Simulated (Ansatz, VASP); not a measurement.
Two plane-wave programs on PbS

File INCAR:

```
PREC     = Accurate       # precision mode
ENCUT    = 520            # plane-wave cutoff, eV
EDIFF    = 1E-7           # SCF threshold, eV
ISMEAR   = 0              # smearing method
SIGMA    = 0.03           # smearing width, eV
LREAL    = False          # projectors in reciprocal space
LASPH    = True           # aspherical terms in the spheres
NELM     = 60             # most SCF steps
ALGO     = Normal         # electronic algorithm
ISIF     = 2              # what is computed and relaxed
LWAVE    = False          # write WAVECAR
LCHARG   = True           # write CHGCAR
GGA      = PE             # functional
IVDW     = 12             # dispersion correction
LELF     = True           # ELF
LVHAR    = True         
NBANDS   = 17             # bands
```

The input KPOINTS:

```
regular mesh
0
Gamma
  10 10 10
```

The input POSCAR:

```
PbS
1.0
    0.0000000000      3.1132500000      3.0391250000
    3.1132500000      0.0000000000      3.0391250000
    3.1132500000      3.1132500000      0.0000000000
Pb S
1 1
Direct
    0.0000000000      0.0000000000      0.0000000000
    0.5000000000      0.5000000000      0.5000000000
```

Input for Ansatz:

```yaml
crystal:
  lattice:
    - [0.0, 3.11325, 3.039125]
    - [3.11325, 0.0, 3.039125]
    - [3.11325, 3.11325, 0.0]
  atoms:
    - { symbol: Pb, position: [0.0, 0.0, 0.0] }
    - { symbol: S, position: [0.5, 0.5, 0.5] }
basis:
  ecutwfc: 420
kpoints:
  mp_grid: { grid: [10, 10, 10] }
hamiltonian:
  xc: pbe
  dispersion: d3bj
scf:
  occupations: { method: gaussian, width: 0.03 }
output:
  forces: true
  stress: true
  eigenvalues: true
```

Change from the starting cell: strain +0.050 along x and y, +0.025 along z, atoms carried along.

Alike in both runs: task single point; functional PBE; dispersion D3(BJ); k mesh 10 × 10 × 10; occupations gaussian, width 0.03 eV; no spin polarisation.

|  | VASP | Ansatz |
| --- | --- | --- |
| version | VASP 6.6.1 | Ansatz 0.2.0 |
| potentials or method | VASP PAW PBE potentials, release 64 (Pb_d, S) | scalar-relativistic, plane waves, PAW |
| plane-wave cutoff (eV) | 520 | 420 |
| valence electrons in the cell | 20 | 20 |

|  | VASP | Ansatz | Ansatz less VASP |
| --- | --- | --- | --- |
| gap on the k mesh at the Fermi level (eV) | 0.72 | 0.72 | -0.005 |
| least direct gap on the mesh (eV) | 0.72 | 0.72 | -0.005 |
| pressure (GPa) | -2.8 | -2.8 | +0.07 |
| largest component of the traceless stress (GPa) | 1.20 | 1.20 | -0.002 |

Ansatz warned: «dispersion_switch_in_reach».

Caveats: spin-orbit coupling is left out, which as a rule narrows the gap of such compounds by several tenths of an eV. A k mesh can miss the band edges.
